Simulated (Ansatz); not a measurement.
## AlRu: what changed settings do

All trials start from this Ansatz input:

```yaml
crystal:
  lattice:
    - [2.98249544, 0.0, 0.0]
    - [0.0, 2.98249544, 0.0]
    - [0.0, 0.0, 2.98249544]
  atoms:
    - { symbol: Al, position: [0.0, 0.0, 0.0] }
    - { symbol: Ru, position: [0.5, 0.5, 0.5] }
basis:
  ecutwfc: 420
kpoints:
  mp_grid: { grid: [6, 6, 6] }
hamiltonian:
  xc: pbe
scf:
  occupations: { method: gaussian, width: 0.1 }
output:
  forces: true
  stress: true
  eigenvalues: true
```

Command:

```bash
ansatz run input.yaml --threads 1 --pin off --max-ram 1331MiB --backend cpu --events-out ev --progress --plain --runs-dir out
```

The run converges in 6 SCF iterations on 20 irreducible k-points: pressure 4.51 GPa, no gap.

Settings here are deliberately varied, not converged. Each trial's input is given as a difference from the reference's; energies are extrapolated to zero smearing where there is one, and pressure is positive in compression. Charged cells sit in a uniform background, and their pressures hang on that convention.

Question: Trial 1:

```diff
 basis:
-  ecutwfc: 420
+  ecutwfc: 350
 kpoints:
-  mp_grid: { grid: [6, 6, 6] }
+  mp_grid: { grid: [1, 3, 3] }
 scf:
+  max_iter: 60
```

How does this run end?

Answer: The run converges in 6 SCF iterations on 3 irreducible k-points: energy 586 meV per atom below the reference, pressure 7.43 GPa, no gap. It warns that the cutoff lies under the recommended one, 420 eV for these potentials; that the mesh lowers the symmetry.

Question: Trial 2:

```diff
 kpoints:
-  mp_grid: { grid: [6, 6, 6] }
+  mp_grid: { grid: [2, 2, 2] }
 scf:
-  occupations: { method: gaussian, width: 0.1 }
+  occupations: { method: cold, width: 0.013 }
+relax:
+  adjacent_minimum: "off"
+  f_tol: 0.002
+  max_steps: 30
```

What happens?

Answer: The relaxation ends after 1 step and 7 SCF iterations, 0.00 meV per atom in free energy under its start, at 13.27 Å³/atom: energy 339 meV per atom above the reference, pressure 12.47 GPa, no gap. It warns that the SCF threshold is loose for the stress.

Question: Trial 3 (strained):

```diff
 crystal:
   lattice:
-    - [2.98249544, 0.0, 0.0]
-    - [0.0, 2.98249544, 0.0]
-    - [0.0, 0.0, 2.98249544]
+    - [2.9990673665, 0.0109944932, -0.0465078834]
+    - [0.0109944932, 3.0076346069, -0.0290857447]
+    - [-0.0465078834, -0.0290857447, 3.0399057272]
 basis:
-  ecutwfc: 420
+  ecutwfc: "20 Ha"
 kpoints:
-  mp_grid: { grid: [6, 6, 6] }
+  mp_grid: { grid: [4, 4, 4] }
 scf:
-  occupations: { method: gaussian, width: 0.1 }
+  occupations: { method: tetrahedron }
```

What does the program give?

Answer: The run converges in 6 SCF iterations on 36 irreducible k-points: energy 89.9 meV per atom below the reference, pressure -3.45 GPa, no gap. It warns that the printed bands weren't solved further after the SCF; that forces and stress under tetrahedra may miss the energy's slope.

Question: Trial 4:

```diff
 basis:
-  ecutwfc: 420
+  ecutwfc: "8 Ha"
 kpoints:
-  mp_grid: { grid: [6, 6, 6] }
+  mp_grid: { kspacing: 0.46 }
 hamiltonian:
-  xc: pbe
+  xc: lda
 scf:
-  occupations: { method: gaussian, width: 0.1 }
+  occupations: { method: methfessel_paxton, width: "0.02 Ry" }
+  n_extra_bands: 12
+  mixing: { beta: 0.19, preconditioner: kerker_dos }
+  max_iter: 80
+  convergence: { dr2_threshold: "1e-4 eV" }
+magnetization:
+  spin_polarized: true
+  initial_magnetization: 3.0
```

What does the program give?

Answer: The run converges in 12 SCF iterations on 10 irreducible k-points: pressure -4.74 GPa (unreliable at so low a cutoff), no gap, cell moment 0.00 μB. It warns that the cutoff lies under the recommended one, 420 eV for these potentials; that the SCF threshold is loose for the forces; that an atom started with the most moment that its open shells hold, not with the one typed; that the starting moments were lost; that the state wasn't tested for a lower one; that the SCF threshold is loose for the stress.

Question: Trial 5:

```diff
+total_charge: -0.1
 basis:
-  ecutwfc: 420
+  ecutwfc: "8 Ha"
+  precision: f64
 kpoints:
-  mp_grid: { grid: [6, 6, 6] }
+  mp_grid: { grid: [6, 6, 6], shift: [0.5, 0.5, 0.5] }
 scf:
+  convergence: { dr2_threshold: "1e-8 eV" }
```

How does this run end?

Answer: The run converges in 7 SCF iterations on 10 irreducible k-points: pressure 1.36 GPa (with the neutralising background of the charged cell) (unreliable at so low a cutoff), no gap. It warns that the cutoff lies under the recommended one, 420 eV for these potentials; that the SCF threshold is loose for the stress.

Question: Trial 6 (volume scaled):

```diff
 crystal:
   lattice:
-    - [2.98249544, 0.0, 0.0]
-    - [0.0, 2.98249544, 0.0]
-    - [0.0, 0.0, 2.98249544]
+    - [2.8263306943, 0.0, 0.0]
+    - [0.0, 2.8263306943, 0.0]
+    - [0.0, 0.0, 2.8263306943]
 basis:
-  ecutwfc: 420
+  ecutwfc: "9 Ha"
 hamiltonian:
-  xc: pbe
+  xc: lda
 scf:
-  occupations: { method: gaussian, width: 0.1 }
+  occupations: { method: tetrahedron }
+  n_extra_bands: 5
+  mixing: { algorithm: anderson, ndim: 12 }
+  initial_density: { chi_scale: 0, normalization: atom }
+  max_iter: 60
```

What does the program give?

Answer: The run converges in 7 SCF iterations on 20 irreducible k-points: pressure 36.30 GPa (unreliable at so low a cutoff), no gap. It warns that the printed bands weren't solved further after the SCF; that the cutoff lies under the recommended one, 420 eV for these potentials; that forces and stress under tetrahedra may miss the energy's slope.